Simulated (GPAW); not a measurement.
# GaN (F-43m) in GPAW: notebook, part 2 of 2

GPAW 26.7.0.

### Step 4. Single point, PBE

File run.py:

```python
from ase.dft.bandgap import bandgap
from ase.io import read, write
from ase.units import GPa
from gpaw import GPAW, PW

atoms = read('GaN.cif')

calc = GPAW(mode=PW(650),
            xc='PBE',
            kpts={'size': (8, 8, 8), 'gamma': True},
            occupations={'name': 'fermi-dirac', 'width': 0.01},
            nbands=11,
            convergence={'density': 1e-05, 'energy': 1e-05},
            maxiter=150,
            txt='gpaw.txt')
atoms.calc = calc
energy = atoms.get_potential_energy()
forces = atoms.get_forces()
stress = atoms.get_stress()
calc.write('gs.gpw')
write('result.traj', atoms)
print(f'Energy: {energy:.6f} eV')
print('Forces (eV/A):')
print(forces.round(4))
print('Stress (GPa):', (stress / GPa).round(3))
print('Fermi level:', round(calc.get_fermi_level(), 4), 'eV')
print(f'Gap: {bandgap(calc)[0]:.4f} eV, direct: {bandgap(calc, direct=True)[0]:.4f} eV')
```

File GaN.cif:

```cif
data_GaN
_cell_length_a 3.18693112
_cell_length_b 3.18693112
_cell_length_c 3.18693112
_cell_angle_alpha 60.00000000
_cell_angle_beta 60.00000000
_cell_angle_gamma 60.00000000
_space_group_name_H-M_alt 'P1'
_space_group_name_Hall 'P 1'
_space_group_IT_number 1
loop_
_space_group_symop_operation_xyz
'x,y,z'
loop_
_atom_site_label
_atom_site_type_symbol
_atom_site_symmetry_multiplicity
_atom_site_Wyckoff_symbol
_atom_site_fract_x
_atom_site_fract_y
_atom_site_fract_z
_atom_site_occupancy
Ga1 Ga 1 a 0.0000000000 0.0000000000 0.0000000000 1
N1 N 1 a 0.2500000000 0.2500000000 0.2500000000 1
```

Potentials or basis: GPAW PAW data sets (gpaw-data 1.2.1), pw.

Started as:

```console
> OMP_NUM_THREADS=1 python run.py
```

gpaw.txt:

```text
__  _  _
 | _ |_)|_||  |
 |__||  | ||/\| - 26.7.0

Input parameters:
  mode=PW(ecut=650.0),
  convergence={'density': 1e-05, 'energy': 1e-05},
  kpts=MonkhorstPack(size=(8, 8, 8), gamma=True),
  maxiter=150,
  nbands=11,
  occupations=Occupations(name='fermi-dirac', width=0.01),
  xc=XC(name='PBE')

Diagonalizing LCAO Hamiltonian
Converting LCAO to pw mode

            N
       Ga

Atoms  # Å, Bohr magnetons
|   | symbol |        x |        y |        z |    initial magnetic moments |
|---|--------|----------|----------|----------|-----------------------------|
| 0 |     Ga | 0.000000 | 0.000000 | 0.000000 | ( 0.0000,  0.0000,  0.0000) |
| 1 |      N | 1.593466 | 0.919988 | 0.650530 | ( 0.0000,  0.0000,  0.0000) |

Unit cell  # Å
| periodic |        x |        y |        z |  lengths |    angles |
|----------|----------|----------|----------|----------|-----------|
|      yes | 3.186931 | 0.000000 | 0.000000 | 3.186931 | 60.000000 |
|      yes | 1.593466 | 2.759963 | 0.000000 | 3.186931 | 60.000000 |
|      yes | 1.593466 | 0.919988 | 2.602118 | 3.186931 | 60.000000 |

Number of symmetries: 24
Symmetry operations  # r_c * U_cc + t_c -> r_c
|    | kind |            matrix            |
|----|------|------------------------------|
|  0 |  E   |  1, 0, 0,  0, 1, 0,  0, 0, 1 |
|  1 |  σ   |  1, 0, 0,  0, 0, 1,  0, 1, 0 |
|  2 |  σ   |  1, 0,-1,  0, 1,-1,  0, 0,-1 |
|  3 |  C3  |  1, 0,-1,  0, 0,-1,  0, 1,-1 |
|  4 |  C3  |  1,-1, 0,  0,-1, 1,  0,-1, 0 |
|  5 |  σ   |  1,-1, 0,  0,-1, 0,  0,-1, 1 |
|  6 |  σ   |  0, 1, 0,  1, 0, 0,  0, 0, 1 |
|  7 |  C3  |  0, 1, 0,  0, 0, 1,  1, 0, 0 |
|  8 |  C2  |  0, 1,-1,  1, 0,-1,  0, 0,-1 |
|  9 |  S4  |  0, 1,-1,  0, 0,-1,  1, 0,-1 |
| 10 |  C3  |  0, 0, 1,  1, 0, 0,  0, 1, 0 |
| 11 |  σ   |  0, 0, 1,  0, 1, 0,  1, 0, 0 |
| 12 |  S4  |  0, 0,-1,  1, 0,-1,  0, 1,-1 |
| 13 |  C3  |  0, 0,-1,  0, 1,-1,  1, 0,-1 |
| 14 |  S4  |  0,-1, 1,  1,-1, 0,  0,-1, 0 |
| 15 |  C2  |  0,-1, 1,  0,-1, 0,  1,-1, 0 |
| 16 |  C3  |  0,-1, 0,  1,-1, 0,  0,-1, 1 |
| 17 |  S4  |  0,-1, 0,  0,-1, 1,  1,-1, 0 |
| 18 |  S4  | -1, 1, 0, -1, 0, 1, -1, 0, 0 |
| 19 |  C3  | -1, 1, 0, -1, 0, 0, -1, 0, 1 |
| 20 |  C3  | -1, 0, 1, -1, 1, 0, -1, 0, 0 |
| 21 |  S4  | -1, 0, 1, -1, 0, 0, -1, 1, 0 |
| 22 |  σ   | -1, 0, 0, -1, 1, 0, -1, 0, 1 |
| 23 |  C2  | -1, 0, 0, -1, 0, 1, -1, 1, 0 |

BZ-sampling:
  Number of BZ points: 512
  Number of IBZ points: 29

  Monkhorst-Pack size: [8, 8, 8]
  Monkhorst-Pack shift: [0.0625, 0.0625, 0.0625]

K-points  # in reciprocal-cell coordinates
|     |                                coordinates |     weight |
|-----|--------------------------------------------|------------|
|   0 | (  0.00000000,   0.00000000,   0.00000000) | 0.00195312 |
[... 75 lines left out ...]
    |    d |        |       0.000 |    0.577 |

    Using partial waves for N as LCAO basis

Reference energy: -54366.393033  # eV

eigensolver:
  PPCG
  Converge bands: occupied
  niter=2

density mixing:
  MSR1-Mixer
  Pratt-step length: 0.05
  Maximum mixing coefficient: 0.75
  Old densities: 10
  SVD Regularization: 0.005
  Good broyden scale: 1.0
  Trust region scale: 1.0
  Backstep threshold: 4.0
  History deletion threshold: 6.0
  Fourier metric: weight=20.0, sigma=0.015

occupation numbers:
  Fermi-Dirac:
    width: 0.0100  # eV

poisson solver:
  ecut: 5200.0  # eV

xc functional:
  name: PBE with 2 nearest neighbor stencil

convergence criteria:
- Maximum integral of absolute [dens]ity change: 1e-05 electrons / valence electron
- Maximum [total energy] change in last 3 cyles: 1e-05 eV / valence electron
- Maximum integral of absolute [eigenst]ate change: 4e-08 eV^2 / valence electron
maximum number of iterations: 150

SCF iterations
|iter     | |      energy | eigst |  dens |
|---------|-|-------------|-------|-------|
|iter:   1| |  -13.793338 | -0.30 |       |
|iter:   2| |  -13.307948 | -2.05 | -0.57 |
|iter:   3| |  -12.003237 | -0.70 | -0.62 |
|iter:   4| |  -12.001993 | -3.23 | -1.30 |
|iter:   5| |  -12.002884 | -3.51 | -1.57 |
|iter:   6| |  -12.002908 | -5.56 | -2.85 |
|iter:   7| |  -12.002920c| -6.24 | -3.17 |
|iter:   8| |  -12.002920c| -8.36c| -4.37 |
|iter:   9| |  -12.002920c| -8.04c| -4.86 |
|iter:  10| |  -12.002920c| -9.45c| -5.94c|

Converged in 10 steps
Energy contributions relative to reference atoms: (reference = -54366.393033)

Energy contributions:
  Kinetic:          33.513917
  Coulomb:         -29.317913
  Zero:              0.083654
  External:          0.000000
  Xc:              -16.282578
  Entropy:          -0.000000
  Spinorbit:         0.000000
  ----------------------------
  Free energy:     -12.002920
  Extrapolated:    -12.002920

dipole moment: (-17.775746, -10.262832, -7.256918)  # |e|*Ang

Fermi level: 6.608
Eigenvalues  # (at kpt = [0.000, 0.000, 0.000])
| band index |      eig [eV] | occ [0-2] |
|------------|---------------|-----------|
|          0 |        -9.471 |     2.000 |
|          1 |         6.395 |     2.000 |
|          2 |         6.395 |     2.000 |
|          3 |         6.395 |     2.000 |
|          4 |         8.221 |     0.000 |
|          5 |        16.800 |     0.000 |
|          6 |        16.800 |     0.000 |
|          7 |        16.800 |     0.000 |
|          8 |        24.090 |     0.000 |
|          9 |        24.818 |     0.000 |
|         10 |        24.827 |     0.000 |

Gap: 1.826 eV
Transition (v -> c):
  (s=0, k=0, n=3, [0.00, 0.00, 0.00]) -> (s=0, k=0, n=4, [0.00, 0.00, 0.00])
No difference between direct/indirect transitions

Forces  # eV/Ang
|       x |        y |        z |
|---------|----------|----------|
| 0.00000 | -0.00000 | -0.00000 |  # Ga   0
| 0.00000 |  0.00000 |  0.00000 |  # N    1

Stress tensor  # eV/Ang^3
|         x |         y |         z |
|-----------|-----------|-----------|
| -0.059633 | -0.000000 |  0.000000 |
|  0.000000 | -0.059633 |  0.000000 |
| -0.000000 |  0.000000 | -0.059633 |

# Writing to gs.gpw (mode='')
```

It took 5 s on 1 thread of Arm Neoverse V2, shared host; peak memory 0.13 GiB.

What came out:

```
Free energy            : -12.0029 eV
Pressure               : 9.6 GPa
Band gap on the k mesh : 1.83 eV, direct
```

Caveat: the cutoff is short for stress and forces, so pressures can be off by a GPa or more.

### Step 5. The runs side by side

```csv
cell,cutoff (eV),gap on the mesh (eV),pressure (GPa)
volume scaled by 1.04,650,1.56,1.0
as given,600,1.80,7.0
as given,650,1.83,9.6
```

Alike in all rows: task single point; level PBE; potentials or basis GPAW PAW data sets (gpaw-data 1.2.1), pw; no spin polarisation; k mesh 8 × 8 × 8; smearing fermi-dirac 0.01 eV.

Caveats: the cutoff is short for stress and forces, so pressures can be off by a GPa or more.

Total energies depend on the potentials used, so only differences within one code and one set of settings carry meaning.

### Step 6. How close it comes

Step 3. A measured gap of GaN is 3.299 eV (direct; 0 K; a printed reference work, textbook); the calculated 1.80 eV misses it by -1.50 eV. Spin-orbit coupling on Ga is left out. The value is that of PBE, without temperature or zero-point motion. Semilocal functionals fall short of measured gaps as a rule. The cell is a database's relaxed one, not the measured one, which moves gaps too.

Step 4. Against the measured gap of GaN, 3.299 eV (direct; 0 K; a printed reference work, textbook), the calculated 1.83 eV is off by -1.47 eV. Spin-orbit coupling on Ga is left out. The value is that of PBE, without temperature or zero-point motion. Semilocal functionals fall short of measured gaps as a rule. The cell is a database's relaxed one, not the measured one, which moves gaps too.
